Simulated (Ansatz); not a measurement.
## Nudged elastic band run: Zn7O8, charge +2

Input:

```yaml
crystal:
  lattice:
    - [-3.2417, -5.614789, 0.0]
    - [4.86255, -2.807395, 0.0]
    - [0.0, 0.0, 5.1876]
  atoms:
    - { symbol: Zn, position: [0.4955872, 0.33622147, -0.00019371] }
    - { symbol: Zn, position: [0.4936342, 0.66994745, 0.50291339] }
    - { symbol: O, position: [0.49867871, 0.33435801, 0.37745071] }
    - { symbol: O, position: [0.531503, 0.65143804, 0.86755208] }
    - { symbol: Zn, position: [0.24881959, 0.158504, 0.49896261] }
    - { symbol: O, position: [0.24884606, 0.83245755, 0.4037217] }
    - { symbol: O, position: [0.24880847, 0.20915547, 0.86275365] }
    - { symbol: Zn, position: [0.00204928, 0.33619928, -0.00018162] }
    - { symbol: Zn, position: [0.00404963, 0.66997623, 0.50294428] }
    - { symbol: O, position: [-0.00098998, 0.33438108, 0.37746975] }
    - { symbol: O, position: [-0.03390491, 0.65140697, 0.86754908] }
    - { symbol: Zn, position: [0.74879888, 0.83829492, 0.00825742] }
    - { symbol: Zn, position: [0.74882257, 0.17047768, 0.5041497] }
    - { symbol: O, position: [0.7488482, 0.83571332, 0.38372442] }
    - { symbol: O, position: [0.74881869, 0.16697834, 0.88598524] }
total_charge: 2
basis:
  ecutwfc: 420.0
kpoints:
  mp_grid: { grid: [2, 2, 2] }
hamiltonian:
  xc: pbe
  pseudopotentials: { kind: paw, azcp: { folder: soft_1 } }
scf:
  occupations: { method: gaussian, width: 0.02 }
  lower_state_search: "off"
neb:
  images: 5
  f_tol: 0.05
  initial_path: linear
  max_iterations: 39
  final_atoms:
    - { symbol: Zn, position: [0.49999999, 0.33150782, 0.00482147] }
    - { symbol: Zn, position: [0.49999998, 0.66360458, 0.50953296] }
    - { symbol: O, position: [0.49999999, 0.33523969, 0.38656421] }
    - { symbol: O, position: [0.49999998, 0.66638461, 0.88459988] }
    - { symbol: Zn, position: [0.24694281, 0.16566207, 0.50055282] }
    - { symbol: O, position: [0.28303953, 0.85045922, 0.36832487] }
    - { symbol: O, position: [0.24981963, 0.16752617, 0.87807142] }
    - { symbol: Zn, position: [-1.0e-08, 0.34344645, -5.658e-05] }
    - { symbol: Zn, position: [0.24459153, 0.83196966, 0.00367154] }
    - { symbol: O, position: [-1.0e-08, 0.2926214, 0.36396304] }
    - { symbol: O, position: [-2.0e-08, 0.66929413, 0.90453374] }
    - { symbol: Zn, position: [0.75540843, 0.83196965, 0.00367154] }
    - { symbol: Zn, position: [0.75305718, 0.16566205, 0.50055282] }
    - { symbol: O, position: [0.71696042, 0.8504592, 0.36832487] }
    - { symbol: O, position: [0.75018037, 0.16752616, 0.87807142] }
  order_check: true
```

Command:

```bash
$ ansatz run input.yaml --threads 1 --pin off --max-ram 3072MiB --backend cpu --events-out ev --progress --plain --runs-dir out
```

Output, in part (warnings, iteration lines):

```
NEB end point (image 0): max|allowed force component| = 1.094e-2 eV/Å (the criterion of neb.relax_end_points is 1.000e-2)
NEB end point (image 6): max|allowed force component| = 1.854e-2 eV/Å (the criterion of neb.relax_end_points is 1.000e-2)
NEB iter   1: max|band force component| = 4.496e1 eV/Å  barrier→ = 10.3498 eV  barrier← = 10.3497 eV  Δτ_max = 0.1535 Å  (156 SCF iters)
NEB iter   2: max|band force component| = 1.313e1 eV/Å  barrier→ = 3.1888 eV  barrier← = 3.1887 eV  Δτ_max = 0.1669 Å  (85 SCF iters)
NEB iter   3: max|band force component| = 6.437e0 eV/Å  barrier→ = 1.9196 eV  barrier← = 1.9196 eV  Δτ_max = 0.2000 Å  (87 SCF iters)
NEB iter   4: max|band force component| = 2.749e0 eV/Å  barrier→ = 1.3417 eV  barrier← = 1.3416 eV  Δτ_max = 0.0684 Å  (80 SCF iters)
NEB iter   5: max|band force component| = 1.786e0 eV/Å  barrier→ = 1.2433 eV  barrier← = 1.2432 eV  Δτ_max = 0.1064 Å  (71 SCF iters)
NEB iter   6: max|band force component| = 5.965e-1 eV/Å  barrier→ = 1.1353 eV  barrier← = 1.1353 eV  Δτ_max = 0.0435 Å  (67 SCF iters)
NEB iter   7: max|band force component| = 4.945e-1 eV/Å  barrier→ = 1.1072 eV  barrier← = 1.1071 eV  CI = image 3  Δτ_max = 0.1943 Å  (60 SCF iters)
NEB iter   8: max|band force component| = 2.025e-1 eV/Å  barrier→ = 1.1925 eV  barrier← = 1.1925 eV  CI = image 3  Δτ_max = 0.0917 Å  (67 SCF iters)
NEB iter   9: max|band force component| = 1.236e-1 eV/Å  barrier→ = 1.1999 eV  barrier← = 1.1998 eV  CI = image 3  Δτ_max = 0.1981 Å  (60 SCF iters)
NEB iter  10: max|band force component| = 1.804e-1 eV/Å  barrier→ = 1.1967 eV  barrier← = 1.1966 eV  CI = image 3  Δτ_max = 0.2000 Å  (64 SCF iters)
NEB iter  11: max|band force component| = 4.444e-1 eV/Å  barrier→ = 1.1953 eV  barrier← = 1.1952 eV  CI = image 3  Δτ_max = 0.1007 Å  (64 SCF iters)
NEB iter  12: max|band force component| = 1.730e-1 eV/Å  barrier→ = 1.1951 eV  barrier← = 1.1951 eV  CI = image 3  Δτ_max = 0.0754 Å  (63 SCF iters)
NEB iter  13: max|band force component| = 6.896e-2 eV/Å  barrier→ = 1.1947 eV  barrier← = 1.1947 eV  CI = image 3  Δτ_max = 0.1176 Å  (61 SCF iters)
NEB iter  14: max|band force component| = 1.905e-1 eV/Å  barrier→ = 1.1946 eV  barrier← = 1.1946 eV  CI = image 3  Δτ_max = 0.0561 Å  (59 SCF iters)
NEB iter  15: max|band force component| = 3.776e-2 eV/Å  barrier→ = 1.1946 eV  barrier← = 1.1945 eV  CI = image 3  Δτ_max = 0.0000 Å  (480 SCF iters)
```

The forces met the threshold. By the program's own check the climbing image is a first-order saddle point (lowest curvatures found: -1.94 and 0.60 eV/Å²). Limits of this set-up: coarse k mesh, charged cell in a uniform background, uncorrected.

Final band (atoms are numbered from 1 in the order of the input):

| image | path coordinate (Å) | energy (eV) | Zn9–O10 (Å) | Zn9–O14 (Å) | O4–Zn9 (Å) |
| --- | --- | --- | --- | --- | --- |
| 0 | 0.00 | 0.00 | 1.99 | 2.00 | 3.60 |
| 1 | 0.92 | 0.53 | 1.95 | 1.96 | 3.85 |
| 2 | 1.84 | 0.64 | 2.08 | 2.04 | 3.72 |
| 3 | 2.76 | 1.19 | 2.84 | 2.46 | 2.99 |
| 4 | 3.29 | 0.90 | 3.21 | 2.97 | 2.52 |
| 5 | 3.81 | 0.23 | 3.43 | 3.49 | 2.11 |
| 6 | 4.34 | 0.00 | 3.56 | 3.60 | 2.00 |

Time of the run: 20 min on 1 thread of Arm Neoverse V1, on a shared host, peak memory 0.76 GiB.
